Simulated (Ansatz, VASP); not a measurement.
**In, level by level in two programs**

```
In
1.0
    -1.88253    1.88253    1.88253
     1.88253   -1.88253    1.88253
     1.88253    1.88253   -1.88253
In
1
Direct
  0.00000 0.00000 0.00000
```

This isn't the form of In at room conditions, which is tetragonal.

Single points on this cell with VASP 6.6.1 and Ansatz 0.2.0. Each row is one pair of runs. Alike in all rows: spin: off; k mesh: 10 × 10 × 10; Ansatz's potentials, cutoff: Ansatz PAW, 420 eV.

```csv
level,smearing,"VASP's potentials, cutoff","gap on the k mesh at the Fermi level (eV), VASP","gap on the k mesh at the Fermi level (eV), Ansatz","pressure (GPa), VASP","pressure (GPa), Ansatz"
PBE,"fermi-dirac, width 0.05 eV","VASP PAW PBE potentials, release 64 (In_d), 520 eV",none,none,1.5,1.5
PBE,"gaussian, width 0.1 eV","VASP PAW PBE potentials, release 54 (In_d), 520 eV",none,none,1.5,1.5
RPBE,"gaussian, width 0.1 eV","VASP PAW PBE potentials, release 54 (In_d), 520 eV",none,none,3.1,3.1
PBE,"gaussian, width 0.02 eV","VASP PAW PBE potentials, release 54 (In_d), 520 eV",none,none,1.6,1.5
PBEsol,"fermi-dirac, width 0.05 eV","VASP PAW PBE potentials, release 64 (In_d), 520 eV",none,none,-1.4,-1.3
```

Pressure (GPa): the two programs differ by at most 0.07.

A gap of «none» marks a metal or a gap that the smearing closes.

Caveats: the PAW data sets were made with another functional, which shifts forces and pressure a little (VASP); the PAW data sets come from PBE, with cores solved anew for the run's functional, which leaves a small shift of forces and pressure (Ansatz).
